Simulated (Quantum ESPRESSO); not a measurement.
## WS2 under changes of volume

One of the cells (49.592 Å³/atom); the others are scaled copies at fixed shape and fractional positions:

```xyz
3
Lattice="3.1835 0.0000 0.0000 -1.5918 2.7570 0.0000 0.0000 0.0000 16.9506" Properties=species:S:1:pos:R:3 pbc="T T T"
W     0.0000    0.0000    0.0000
S     0.0000    1.8380    1.5595
S     0.0000    1.8380   15.3911
```

```yaml
Program: Quantum ESPRESSO 7.5
Functional: PBE
Potentials_or_basis: SSSP 1.3 efficiency PBE
Cutoff: 748 eV
Density_cutoff: 5987 eV
k_mesh: 10 × 10 × 2
Occupations: fermi-dirac, width 0.05 eV
Spin: no spin polarisation
```

| volume (Å³/atom) | energy over the lowest point (meV/atom) | gap on the mesh (eV) | largest force (eV/Å) |
| --- | --- | --- | --- |
| 46.616 | ? | ? | ? |
| 47.608 | 24.58 | 2.11 | 1.080 |
| 48.600 | 8.47 | 2.05 | 0.669 |
| 49.592 | 0.55 | 1.99 | 0.288 |
| 50.583 | 0.00 | 1.94 | 0.063 |
| 51.575 | 6.07 | 1.88 | 0.388 |
| 52.567 | 18.08 | 1.83 | 0.689 |

Q: What does the run at 46.616 Å³/atom give?

A: Energy over the lowest point 49.81 meV/atom; gap on the mesh 2.18 eV; largest force 1.525 eV/Å.

Worked out: A Birch-Murnaghan fit of order 3 (a polynomial in V^(-2/3)) to the other rows has its minimum at 50.16 Å³/atom with B0 = V·E''(V) = 57 GPa and B' = 4.4 at fixed shape and positions, which overstates the stiffness. It gives 49.83 meV/atom at 46.616 Å³/atom, against the run's 49.81. A straight line through the other rows of the gap, of slope -2.83 eV per unit of ln V, extrapolates to 2.17 eV, against the run's 2.18.

Energies are extrapolated to zero smearing.

Caveats: spin-orbit coupling is left out, which moves the levels of the heavy elements.

A mesh can miss the band edges.
